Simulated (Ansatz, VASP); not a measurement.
# One calculation of Au, two programs

The input INCAR:

```
PREC = Accurate
ENCUT = 520
EDIFF = 1E-6
ISMEAR = -1
SIGMA = 0.05
LREAL = False
LASPH = True
NELM = 80
ALGO = Fast
ISIF = 2
LWAVE = False
LCHARG = False
NBANDS = 12
```

File KPOINTS:

```
regular mesh
0
Gamma
  10 10 10
```

The input POSCAR:

```
Au
1.0
    2.7484100000      0.0000000000      0.0000000000
    0.0000000000      2.7484100000      0.0000000000
    0.0000000000      0.0000000000      2.7484100000
Au
1
Direct
    0.5000000000      0.5000000000      0.5000000000
```

The input input.yaml:

```yaml
crystal:
  lattice:
    - [2.74841, 0.0, 0.0]
    - [0.0, 2.74841, 0.0]
    - [0.0, 0.0, 2.74841]
  atoms:
    - { symbol: Au, position: [0.5, 0.5, 0.5] }
hamiltonian:
  xc: lda
  pseudopotentials: { kind: paw }
kpoints:
  mp_grid: { grid: [10, 10, 10] }
  band_path:
    path:
      - [[0.0, 0.0, 0.0], [0.0, 0.5, 0.0], [0.5, 0.5, 0.0], [0.0, 0.0, 0.0], [0.5, 0.5, 0.5], [0.0, 0.5, 0.0]]
      - [[0.5, 0.5, 0.0], [0.5, 0.5, 0.5]]
    npoints: 14
scf:
  occupations: { method: fermi_dirac, width: 0.05 }
  n_extra_bands: 6
output:
  forces: true
  stress: true
  eigenvalues: true
  fatbands: true
```

The cell was built by a generator and needn't be a form met in nature.

Alike in both runs: functional LDA; k mesh 10 × 10 × 10; occupations fermi-dirac, width 0.05 eV; no spin polarisation.

```csv
,VASP,Ansatz
version,VASP 6.6.1,Ansatz 0.2.0
potentials or method,"VASP PAW LDA potentials, release 64 (Au)",Ansatz PAW
plane-wave cutoff (eV),520,420
valence electrons in the cell,11,19
task,single point,band structure
```

```csv
,VASP,Ansatz,Ansatz less VASP
gap on the k mesh at the Fermi level (eV),none,none,-
pressure (GPa),-9.5,-10.0,-0.41
```

A gap of «none» marks a metal or a gap that the smearing closes. The two sets of potentials don't hold the same shells in valence.

Caveats: spin-orbit coupling is left out, which moves the levels of the heavy elements (Ansatz); the PAW data sets come from PBE, with cores solved anew for the run's functional, which leaves a small shift of forces and pressure (Ansatz). The runs have no spin-orbit coupling, so splittings on Au are missing.
